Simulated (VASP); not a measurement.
Input of a VASP 6.6.1 run:

Contents of INCAR:

```
PREC = Accurate
ENCUT = 520
EDIFF = 1E-6
ISMEAR = 0
SIGMA = 0.01
LREAL = F
LASPH = T
NELM = 60
ALGO = Normal
ISIF = 2
LWAVE = F
LCHARG = F
GGA = PS
NBANDS = 16
```

File KPOINTS:

```
Automatic mesh
0
Gamma
  6 6 6
```

POSCAR

```
InP
1.0
    0.0000000000      2.9305000000      2.9305000000
    2.9305000000      0.0000000000      2.9305000000
    2.9305000000      2.9305000000      0.0000000000
In P
1 1
Direct
    0.0000000000      0.0000000000      0.0000000000
    0.2500000000      0.2500000000      0.2500000000
```

Potentials or basis: VASP PAW PBE potentials, release 64 (In_d, P).

Run with:

```console
$ cat potpaw_PBE.64/In_d/POTCAR potpaw_PBE.64/P/POTCAR > POTCAR
$ mpirun -np 1 vasp_std > vasp.out
```

Task: Predict the pressure.

Result: 0.6 GPa.

Task: What does it give for the band gap on the k mesh?

Result: 0.61 eV, direct.

Caveat: the PAW data sets were made with another functional, which shifts forces and pressure a little; spin-orbit coupling is left out, which moves the levels of the heavy elements.

**The experiment to reproduce.**

From a printed reference work, data compilation, for a bulk crystal of InP at 1.6 K: band gap 1.4236 eV (direct).

Against the measured gap of InP, 1.4236 eV (direct; 1.6 K; a printed reference work, data compilation), the calculated 0.61 eV is off by -0.81 eV. Spin-orbit coupling on In is left out. The value is that of PBEsol, without temperature or zero-point motion. Semilocal functionals fall short of measured gaps as a rule.
